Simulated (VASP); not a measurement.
Wanted: the native input for a VASP 6.6.1 run.

| Quantity | Value |
| --- | --- |
| Task | relaxation of cell and atoms |
| Functional | PBE |
| Dispersion | D3(BJ) |
| Potentials or basis | VASP PAW PBE potentials, release 64 (Cd, S) |
| Cutoff | 600 eV |
| k mesh | 8 × 8 × 8 |
| Occupations | gaussian, width 0.02 eV |
| Spin | no spin polarisation |
| Further INCAR settings | ALGO = Normal; EDIFF = 1e-07; IBRION = 2; EDIFFG = -0.005; NSW = 90; ISIF = 3 |

The structure of CdS lies in POSCAR:

```
CdS
1.0
    0.0000000000      2.9429534600      2.9429534600
    2.9429534600      0.0000000000      2.9429534600
    2.9429534600      2.9429534600      0.0000000000
Cd S
1 1
Direct
    0.0000000000      0.0000000000      0.0000000000
    0.7500000000      0.7500000000      0.7500000000
```

The cell is a database's computed one.

These files were run (other wordings do the same):

INCAR

```
SYSTEM = CdS
PREC = Accurate ; ENCUT = 600
EDIFF = 1E-7 ; ISMEAR = 0
SIGMA = 0.02 ; LREAL = .False.
LASPH = .True. ; NELM = 60
ALGO = Normal ; ISIF = 3
LWAVE = .False. ; LCHARG = .False.
GGA = PE ; IVDW = 12
IBRION = 2 ; NSW = 90
EDIFFG = -0.005
```

KPOINTS

```
Automatic mesh
0
Gamma
  8 8 8
  0 0 0
```

Potentials or basis: VASP PAW PBE potentials, release 64 (Cd, S).

Command:

```console
$ cat potpaw_PBE.64/Cd/POTCAR potpaw_PBE.64/S/POTCAR > POTCAR
$ mpirun -np 1 vasp_std > vasp.out
```

Results of the run:

```
Relaxed volume                         : 25.19 Å³/atom
Relaxed cell                           : a = 4.146 Å, b = 4.146 Å, c = 4.146 Å, α = 60.00°, β = 60.00°, γ = 60.00°
Space group after relaxing (to 0.05 Å) : F-43m (No. 216)
Energy gained by relaxing              : 0.6 meV/atom
Ionic steps                            : 3
Pressure after relaxing                : 0.0 GPa
Band gap on the k mesh                 : 1.12 eV, direct
Dispersion energy per atom             : -0.301 eV
```

Run time: 39 s on 1 thread of AMD EPYC 9R45 (Zen 5), on a shared host, peak memory 0.2 GiB.
